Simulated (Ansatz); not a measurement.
**Elastic constants of Ge: input and output**

Theory: DFT PBE, scalar-relativistic, plane waves, PAW in Ansatz.

Launched with:
```bash
ansatz run input.yaml --threads 1 --pin off --max-ram 3072MiB --backend cpu --events-out ev --progress --plain --runs-dir out
```

Input (bare energies are in eV):
```yaml
crystal:
  lattice:
    - [0.0, 2.8818279818, 2.8818279818]
    - [2.8818279818, 0.0, 2.8818279818]
    - [2.8818279818, 2.8818279818, 0.0]
  atoms:
    - { symbol: Ge, position: [0.0, 0.0, 0.0] }
    - { symbol: Ge, position: [0.25, 0.25, 0.25] }
basis:
  ecutwfc: 420
kpoints:
  mp_grid: { grid: [14, 14, 14] }
hamiltonian:
  xc: pbe
scf:
  occupations: { method: fermi_dirac, width: 0.15 }
output:
  forces: true
  stress: true
  eigenvalues: true
elastic:
  mode: relaxed_ion
  amplitude: 0.005
```

From the output:
```
--- Elastic constants: 2 strain directions × 4 members + reference (group order 48) ---
  dense FFT box of the reference and of every strained cell: 30×30×30
  strains applied: 11, 23; error gains: componentwise 1.00 (the most a stress slope's error grows in a printed constant), spectral 1.73 (1 for all six strains in a standard setting)
  C = ∂σ_k/∂η_j (tension-positive GPa; Voigt order 11 22 33 23 13 12):
       101.667     36.671     36.671     -0.000     -0.000      0.000
        36.671    101.667     36.671      0.000     -0.000      0.000
        36.671     36.671    101.667      0.000      0.000     -0.000
        -0.000     -0.000     -0.000     52.137      0.000     -0.000
        -0.000      0.000     -0.000     -0.000     52.137      0.000
         0.000     -0.000      0.000      0.000     -0.000     52.137
  reference stress σ⁰ (GPa):      0.000      0.000      0.000      0.000      0.000      0.000
  C* (energy form; C + prestress term) asymmetry max|C*_kj − C*_jk| = 1.421e-14 GPa — a small one proves nothing (zero by symmetry where the batch's group is 432, −43m or m−3m); a large one is finite-difference/SCF noise where every solve ...
  moduli (Voigt/Reuss/Hill, GPa): K = 58.34/58.34/58.34   G = 44.28/41.99/43.13   E = 103.82   ν = 0.203
  mechanically stable: yes (min eigenvalue of sym C = 52.14 GPa)
  strain η (Voigt 11):  stress-route row diagonal C_11 = 101.67 GPa, energy-path curvature d²(F+E_count+ΔE)/dδ²/Ω₀ = 100.66 GPa
    cells at ±δ against ±2δ: C11 101.65 and 101.62 GPa, apart by 0.04 % of the column's largest entry
         δ    σ_11 (GPa) F (eV) n_scf n_hpsi n_pw
    -1.000e-2      -1.0325       -8589.9696717      10   95638    946   relax 0 steps, max|allowed force component| 4.51e-17 eV/Å
    -5.000e-3      -0.5124       -8589.9708249       4   66821    950   relax 0 steps, max|allowed force component| 5.55e-17 eV/Å
     5.000e-3       0.5042       -8589.9708278       6   88005    960   relax 0 steps, max|allowed force component| 5.90e-17 eV/Å
     1.000e-2       0.9998       -8589.9697012      10   95553    962   relax 0 steps, max|allowed force component| 5.55e-17 eV/Å
  strain η (Voigt 23):  stress-route row diagonal C_44 = 52.14 GPa, energy-path curvature d²(F+E_count+ΔE)/dδ²/Ω₀ = 51.03 GPa
    cells at ±δ against ±2δ: C44 52.13 and 52.12 GPa, apart by 0.03 % of the column's largest entry
         δ    σ_23 (GPa) F (eV) n_scf n_hpsi n_pw
    -1.000e-2      -0.5212       -8589.9704285       2   71195    951   relax 3 steps, max|allowed force component| 2.65e-7 eV/Å
    -5.000e-3      -0.2607       -8589.9710110       2   71277    950   relax 2 steps, max|allowed force component| 1.16e-5 eV/Å
     5.000e-3       0.2607       -8589.9710110       2   71300    950   relax 2 steps, max|allowed force component| 1.55e-10 eV/Å
     1.000e-2       0.5212       -8589.9704285       2   71270    951   relax 2 steps, max|allowed force component| 1.10e-5 eV/Å
```

It took 9.3 min on 1 thread of Intel(R) Xeon(R) Processor @ 2.50GHz (Skylake/Cascade Lake), on a shared host, peak memory 0.63 GiB.

Without a gap, frequencies and elastic constants depend on the k mesh and the smearing, soft modes and shear constants most.

The bands only touch here, so at this level the crystal is a zero-gap semiconductor or semimetal, not an ordinary metal; spin–orbit coupling, left out, can open or move such a gap.